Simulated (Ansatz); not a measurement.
**Pd under changes of volume**

One of the cells (14.750 Å³/atom); the others are scaled copies at fixed shape and fractional positions:

```
Pd
1.0
     0.00000    1.94650    1.94650
     1.94650    0.00000    1.94650
     1.94650    1.94650    0.00000
Pd
1
Direct
  0.00000 0.00000 0.00000
```

* Program: Ansatz 0.2.0
* Functional: PBE
* Potentials or basis: Ansatz PAW earlier set
* Cutoff: 600 eV (not typed: the program's choice for these potentials)
* k mesh: 12 × 12 × 12
* Occupations: fermi-dirac, width 0.05 eV
* Spin: no spin polarisation

| volume (Å³/atom) | energy over the lowest point (meV/atom) | pressure (GPa) |
| --- | --- | --- |
| 13.865 | ? | ? |
| 14.160 | 52.02 | 16.1 |
| 14.455 | 27.22 | 11.2 |
| 14.750 | 10.92 | 6.9 |
| 15.045 | 2.13 | 3.0 |
| 15.340 | 0.00 | -0.4 |
| 15.635 | 3.79 | -3.4 |

Question: What does the run at 13.865 Å³/atom give?

Answer: Energy over the lowest point 86.53 meV/atom; pressure 21.8 GPa.

Worked out: A Birch-Murnaghan fit of order 3 (a polynomial in V^(-2/3)) to the other rows has its minimum at 15.29 Å³/atom with B0 = V·E''(V) = 169 GPa and B' = 5.3. It gives 86.39 meV/atom at 13.865 Å³/atom, against the run's 86.53, and -dE/dV = 21.5 GPa, against 21.8.

Energies are extrapolated to zero smearing.
